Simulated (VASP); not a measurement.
Set up this calculation in VASP 6.6.1, as the native input.

```yaml
Task: relaxation of cell and atoms
Functional: BLYP
Dispersion: D4
Potentials_or_basis: VASP PAW PBE potentials, release 64 (Hf_pv, O)
Cutoff: 600 eV
k_mesh: 6 × 6 × 8
Occupations: fermi-dirac, width 0.05 eV
Spin: no spin polarisation
Further_INCAR_settings: ALGO = Normal; EDIFF = 1e-06; IBRION = 2; EDIFFG = -0.01; NSW = 40; ISIF = 3
```

The structure of HfO2 lies in POSCAR:

```
HfO2
1.0
    4.8135329900      0.0000000000      0.0000000000
    0.0000000000      4.8135329900      0.0000000000
    0.0000000000      0.0000000000      3.2054154100
Hf O
2 4
Direct
    0.5000000000      0.5000000000      0.5000000000
    0.0000000000      0.0000000000      0.0000000000
    0.8050448800      0.1949551200      0.5000000000
    0.6949551200      0.6949551200      0.0000000000
    0.3050448800      0.3050448800      0.0000000000
    0.1949551200      0.8050448800      0.5000000000
```

Measurements of this composition are mostly on another form, of space group No. 14.

These files were run (other wordings do the same):

INCAR

```
SYSTEM = HfO2
PREC     = Accurate       ! precision mode
ENCUT    = 600            ! plane-wave cutoff, eV
EDIFF    = 1E-6           ! SCF threshold, eV
ISMEAR   = -1             ! smearing method
SIGMA    = 0.05           ! smearing width, eV
LREAL    = .FALSE.        ! projectors in reciprocal space
LASPH    = .TRUE.         ! aspherical terms in the spheres
NELM     = 80             ! most SCF steps
ALGO     = Normal         ! electronic algorithm
ISIF     = 3              ! what is computed and relaxed
LWAVE    = .FALSE.        ! write WAVECAR
LCHARG   = .FALSE.        ! write CHGCAR
GGA      = B5             ! functional
ALDAX    = 1.0          
AGGAX    = 1.0          
AGGAC    = 1.0          
ALDAC    = 0.0          
IVDW     = 13             ! dispersion correction
VDW_S6   = 1.0          
VDW_S8   = 2.34076671   
VDW_A1   = 0.44488865   
VDW_A2   = 4.0933009    
IBRION   = 2              ! ionic algorithm
NSW      = 40             ! ionic steps
EDIFFG   = -0.01          ! ionic threshold
```

KPOINTS

```
Automatic mesh
0
G
  6 6 8
  0 0 0
```

Potentials or basis: VASP PAW PBE potentials, release 64 (Hf_pv, O).

The run is started by

```sh
$ cat potpaw_PBE.64/Hf_pv/POTCAR potpaw_PBE.64/O/POTCAR > POTCAR
$ mpirun -np 1 vasp_std > vasp.out
```

It gave:

```
Relaxed volume                         : 12.71 Å³/atom
Relaxed cell                           : a = 4.858 Å, b = 4.858 Å, c = 3.232 Å, α = 90.00°, β = 90.00°, γ = 90.00°
Space group after relaxing (to 0.05 Å) : P4_2/mnm (No. 136)
Energy gained by relaxing              : 6.2 meV/atom
Ionic steps                            : 8
Pressure after relaxing                : 0.0 GPa
Largest force after relaxing           : 0.005 eV/Å
Band gap on the k mesh                 : 3.91 eV, direct
Dispersion energy per atom             : -0.320 eV
```

Caveat: the PAW data sets were made with another functional, which shifts forces and pressure a little; spin-orbit coupling is left out, which moves the levels of the heavy elements.

Run time: 13 min on 1 thread of Intel(R) Xeon(R) Platinum 8375C CPU @ 2.90GHz (Ice Lake), with other jobs on the host, peak memory 0.28 GiB.
